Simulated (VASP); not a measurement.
# HgSe (F-43m) in VASP: notebook

One crystal, HgSe, is run at these levels: PBEsol; tasks: relaxation of cell and atoms.

Everything below comes from runs of VASP 6.6.1. Logs are shortened: lines on timing, memory, paths and dates and some standing lists are left out, and cuts for length are marked.

## 1. Starting point

It takes space group F-43m (No. 216, cubic). Conventional cell: a = 6.078 Å, b = 6.078 Å, c = 6.078 Å, α = 90.00°, β = 90.00°, γ = 90.00°. Hg (site symmetry -43m) is surrounded by 4 Se at 2.63 Å. Around Se (site symmetry -43m) lie 4 Hg at 2.63 Å.

## 2. Relaxation of cell and atoms, PBEsol

The input, INCAR:

```
PREC = Accurate
ENCUT = 600
EDIFF = 1E-6
ISMEAR = 0
SIGMA = 0.03
LREAL = False
LASPH = True
NELM = 80
ALGO = Normal
ISIF = 3
LWAVE = False
LCHARG = False
GGA = PS
IBRION = 2
NSW = 90
EDIFFG = -0.01
```

The input, KPOINTS:

```
Automatic mesh
0
Gamma
  10 10 10
```

The input, POSCAR:

```
HgSe
1.0
    0.0000000000      3.0390000000      3.0390000000
    3.0390000000      0.0000000000      3.0390000000
    3.0390000000      3.0390000000      0.0000000000
Hg Se
1 1
Direct
    0.0000000000      0.0000000000      0.0000000000
    0.2500000000      0.2500000000      0.2500000000
```

Potentials or basis: VASP PAW PBE potentials, release 64 (Hg, Se).

Launch:

```bash
$ cat potpaw_PBE.64/Hg/POTCAR potpaw_PBE.64/Se/POTCAR > POTCAR
$ mpirun -np 1 vasp_std > vasp.out
```

OUTCAR:

```text
PREC = Accurate
   ENCUT = 600
   EDIFF = 1E-6
   ISMEAR = 0
   LREAL = False
   LASPH = True
   NELM = 80
   ISIF = 3
   GGA = PS
   IBRION = 2
   NSW = 90
   EDIFFG = -0.01

 ion  position               nearest neighbor table
   1  0.000  0.000  0.000-   2 2.63   2 2.63   2 2.63   2 2.63
   2  0.250  0.250  0.250-   1 2.63   1 2.63   1 2.63   1 2.63

  LATTYP: Found a face centered cubic cell.
 ALAT       =     6.0780000000

  Lattice vectors:

 A1 = (   0.0000000000,   3.0390000000,   3.0390000000)
 A2 = (   3.0390000000,   0.0000000000,   3.0390000000)
 A3 = (   3.0390000000,   3.0390000000,   0.0000000000)

Analysis of symmetry for initial positions (statically):
=====================================================================
 Subroutine PRICEL returns:
 Original cell was already a primitive cell.

 Routine SETGRP: Setting up the symmetry group for a
 face centered cubic supercell.

 Subroutine GETGRP returns: Found 24 space group operations
 (whereof 24 operations were pure point group operations)
 out of a pool of 48 trial point group operations.

The static configuration has the point symmetry T_d .

Analysis of symmetry for dynamics (positions and initial velocities):
=====================================================================
 Subroutine PRICEL returns:
 Original cell was already a primitive cell.

 Routine SETGRP: Setting up the symmetry group for a
 face centered cubic supercell.

 Subroutine GETGRP returns: Found 24 space group operations
 (whereof 24 operations were pure point group operations)
 out of a pool of 48 trial point group operations.

The dynamic configuration has the point symmetry T_d .

 Subroutine INISYM returns: Found 24 space group operations
 (whereof 24 operations are pure point group operations),
 and found     1 'primitive' translations

----------------------------------------------------------------------------------------

                                     Primitive cell

  volume of cell :      56.1335

  direct lattice vectors                    reciprocal lattice vectors
     0.000000000  3.039000000  3.039000000    -0.164527805  0.164527805  0.164527805
     3.039000000  0.000000000  3.039000000     0.164527805 -0.164527805  0.164527805
     3.039000000  3.039000000  0.000000000     0.164527805  0.164527805 -0.164527805

  length of vectors
     4.297795016  4.297795016  4.297795016     0.284970518  0.284970518  0.284970518
[... 98 lines left out ...]
   IALGO  =     38    algorithm
   IMIX   =      4    mixing-type and parameters
     AMIX     =   0.40;   BMIX     =  1.00
     AMIX_MAG =   1.60;   BMIX_MAG =  1.00
  volume/ion in A,a.u.               =      28.07       189.40
  Fermi-wavevector in a.u.,A,eV,Ry     =   1.120534  2.117502 17.083421  1.255596
  Thomas-Fermi vector in A             =   2.257181
   LORBIT       =      0    0 simple, 1 ext, 2 COOP (PROOUT), +10 PAW based schemes
   GGA     = PS    functional components
   LHFCALC =     F    Hartree Fock is set to
   AEXX    =    0.0000 exact exchange contribution
   IVDW    =     0    specifies the selected vdW correction
   LEPSILON=     F    determine dielectric tensor
   LRPA    =     F    only Hartree local field effects (RPA)
 conjugate gradient relaxation of ions
 non-spin polarized calculation
 Gauss-broadening in eV      SIGMA  =   0.03
  energy-cutoff  :      600.00
  volume of cell :       56.13
 maximum number of plane-waves:      1895
 NGX is ok and might be reduce to    36
   NGX = 17   NGY = 17   NGZ = 17

--------------------------------------- Ionic step        1  -------------------------------------------

 number of electron      17.9999998 magnetization

 Free energy of the ion-electron system (eV)
  ---------------------------------------------------
  ext. energy  EPLUGINS =         0.00000000
  ---------------------------------------------------
  free energy    TOTEN  =        -4.79964314 eV

  energy without entropy =       -4.79959686  energy(sigma->0) =       -4.79962000

------------------------ aborting loop because EDIFF is reached ----------------------------------------

  FORCE on cell =-STRESS in cart. coord.  units (eV):
  Direction    XX          YY          ZZ          XY          YZ          ZX
  --------------------------------------------------------------------------------------
  -------------------------------------------------------------------------------------
  Total        0.6484433      0.6484433      0.6484433      0.0000000      0.0000000     -0.0000000
  in kB       18.5080416     18.5080416     18.5080416      0.0000000      0.0000000     -0.0000000
  external PRESSURE =      18.5080416 kB  Pullay stress =       0.0000000 kB
[... 59 lines left out ...]
--------------------------------------- Ionic step        3  -------------------------------------------

 number of electron      17.9999999 magnetization

 Free energy of the ion-electron system (eV)
  ---------------------------------------------------
  ext. energy  EPLUGINS =         0.00000000
  ---------------------------------------------------
  free energy    TOTEN  =        -4.81027610 eV

  energy without entropy =       -4.81022982  energy(sigma->0) =       -4.81025296

 E-fermi :   1.3248     XC(G=0):  -9.1099

 val. band max:        1.3157018314   @ k =   0.0000   0.0000   0.0000
 cond. band min:       1.7332429922   @ k =   0.1000   0.0000   0.0000
 fundamental gap:      0.4175411608
 Fermi energy:         1.3248389579

 k-point     1 :       0.0000    0.0000    0.0000
  band No.  band energies     occupation
      1     -11.9596      2.00000
      2      -5.6742      2.00000
      3      -5.6742      2.00000
      4      -5.6742      2.00000
      5      -4.9746      2.00000
      6      -4.9746      2.00000
      7       0.2452      2.00000
      8       1.3157      1.33334
      9       1.3157      1.33334
     10       1.3157      1.33333
     11       6.7721      0.00000
     12       6.7721      0.00000
     13       6.7721      0.00000
[... 354 lines left out ...]
  band No.  band energies     occupation
      1     -11.4816      2.00000
      2      -5.5369      2.00000
      3      -5.3300      2.00000
      4      -5.3079      2.00000
      5      -4.9221      2.00000
      6      -4.8951      2.00000
      7      -2.8947      2.00000
      8      -0.5961      2.00000
      9      -0.4319      2.00000
     10       3.9869      0.00000
     11       4.7261      0.00000
     12       8.5062      0.00000
     13       9.4365      0.00000

 [... further k-points ...]
[... 5 lines left out ...]
  --------------------------------------------------------------------------------------
  -------------------------------------------------------------------------------------
  Total        0.0015623      0.0015623      0.0015623      0.0000000      0.0000000     -0.0000000
  in kB        0.0431350      0.0431350      0.0431350      0.0000000      0.0000000     -0.0000000
  external PRESSURE =       0.0431350 kB  Pullay stress =       0.0000000 kB
[... 17 lines left out ...]
  FREE ENERGIE OF THE ION-ELECTRON SYSTEM (eV)
  ---------------------------------------------------
  free  energy   TOTEN  =        -4.8102761007 eV

  energy  without entropy=       -4.8102298215  energy(sigma->0) =       -4.81025296

 reached required accuracy - stopping structural energy minimisation
```

Wall time 1.9 min (1 thread of Intel Xeon Platinum 8259CL at 2.50GHz (Skylake/Cascade Lake), shared host); peak memory 0.23 GiB.

Results:

```
Free energy                            : -4.8103 eV
Relaxed volume                         : 29.01 Å³/atom
Relaxed cell                           : a = 4.346 Å, b = 4.346 Å, c = 4.346 Å, α = 60.00°, β = 60.00°, γ = 60.00°
Space group after relaxing (to 0.05 Å) : F-43m (No. 216)
Energy gained by relaxing              : 5.3 meV/atom
Ionic steps                            : 3
Pressure after relaxing                : 0.0 GPa
Band gap on the k mesh                 : none (metal or under the smearing width)
```

The path:
| step | energy change (eV) | largest force (eV/Å) | pressure (GPa) | volume (Å³) |
| --- | --- | --- | --- | --- |
| 1 | 0.0000 | 0.0000 | 1.85 | 56.13 |
| 2 | -0.0090 | 0.0000 | -0.67 | 58.81 |
| 3 | -0.0106 | 0.0000 | 0.00 | 58.03 |

Final structure:
```xyz
2
Lattice="0.0000 3.0728 3.0728 3.0728 0.0000 3.0728 3.0728 3.0728 0.0000" Properties=species:S:1:pos:R:3 pbc="T T T"
Hg    0.0000    0.0000    0.0000
Se    1.5364    1.5364    1.5364
```

Caveat: the PAW data sets were made with another functional, which shifts forces and pressure a little. Spin-orbit coupling is left out, which matters for the levels of Hg.

## 3. Relaxation of cell and atoms, PBEsol

This run uses another cell than the first one, of 29.01 Å³/atom, 1.034 times its volume.

INCAR: that of step 2 with these lines changed.

```diff
@@ -2,3 +2,3 @@
 ENCUT = 600
-EDIFF = 1E-6
+EDIFF = 1E-7
 ISMEAR = 0
@@ -15,2 +15,2 @@
 NSW = 90
-EDIFFG = -0.01
+EDIFFG = -0.005
```

KPOINTS is that of step 2.

The input, POSCAR:

```
HgSe                                    
1.0
   -0.0000000000      3.0728100866      3.0728100866
    3.0728100866      0.0000000000      3.0728100866
    3.0728100866      3.0728100866     -0.0000000000
  Hg              Se            
     1     1
Direct
     0.0000000000000000    0.0000000000000000    0.0000000000000000
     0.2500000000000000    0.2500000000000000    0.2500000000000000
```

Potentials or basis: VASP PAW PBE potentials, release 64 (Hg, Se).

Launch:

```bash
$ cat potpaw_PBE.64/Hg/POTCAR potpaw_PBE.64/Se/POTCAR > POTCAR
$ mpirun -np 1 vasp_std > vasp.out
```

Wall time 50 s (1 thread of Intel Xeon Platinum 8259CL at 2.50GHz (Skylake/Cascade Lake), shared host); peak memory 0.23 GiB.

It converged, with:

```yaml
Free_energy: -4.8105 eV
Pressure_after_relaxing: 0.0 GPa
Band_gap_on_the_k_mesh: none (metal or under the smearing width)
```

Final structure:
```yaml
crystal:
  lattice:
    - [0.00000, 3.07281, 3.07281]
    - [3.07281, 0.00000, 3.07281]
    - [3.07281, 3.07281, 0.00000]
  atoms:
    - { symbol: Hg, position: [0.00000, 0.00000, 0.00000] }
    - { symbol: Se, position: [0.25000, 0.25000, 0.25000] }
```

Levels at points of the mesh, in eV from the Fermi level:
| k point | band 6 | band 7 | band 8 | band 9 | band 10 | band 11 | band 12 | band 13 |
| --- | --- | --- | --- | --- | --- | --- | --- | --- |
| (0.00, 0.00, 0.00) | -6.30 | -1.08 | -0.01 | -0.01 | -0.01 | 5.45 | 5.45 | 5.45 |
| (0.50, 0.00, 0.00) | -6.00 | -5.37 | -0.93 | -0.93 | 1.02 | 6.18 | 6.18 | 6.81 |
| (0.50, 0.50, 0.00) | -5.96 | -4.99 | -2.21 | -2.21 | 2.68 | 2.93 | 8.25 | 9.61 |

Caveat: the relaxation stopped at its first step, so nothing moved; the PAW data sets were made with another functional, which shifts forces and pressure a little. The run has no spin-orbit coupling, so splittings on Hg are missing.
